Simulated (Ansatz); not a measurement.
Ge:

```
Ge
1.0
    -2.57449    2.57449    1.39741
     2.57449   -2.57449    1.39741
     2.57449    2.57449   -1.39741
Ge
2
Direct
  0.50000 0.50000 0.00000
  0.25000 0.75000 0.50000
```

This isn't the form of Ge at room conditions, which is diamond.

Base run:

- Program: Ansatz 0.2.0
- Functional: LDA
- Potentials or basis: all-electron LAPW, scalar-relativistic
- Cutoff: 255 eV
- Density cutoff: 1020 eV
- Basis error allowed: 0.001 eV/atom
- k mesh: 11 × 11 × 11
- Occupations: fermi-dirac, width 0.05 eV
- Spin: no spin polarisation

Its results: pressure -2.4 GPa.

The run is repeated on the same cell with these changes: functional from LDA to PBEsol; occupations from fermi-dirac, width 0.05 eV to gaussian, width 0.02 eV. What comes out?

Pressure -0.5 GPa.

Not every run made on this cell is shown here.
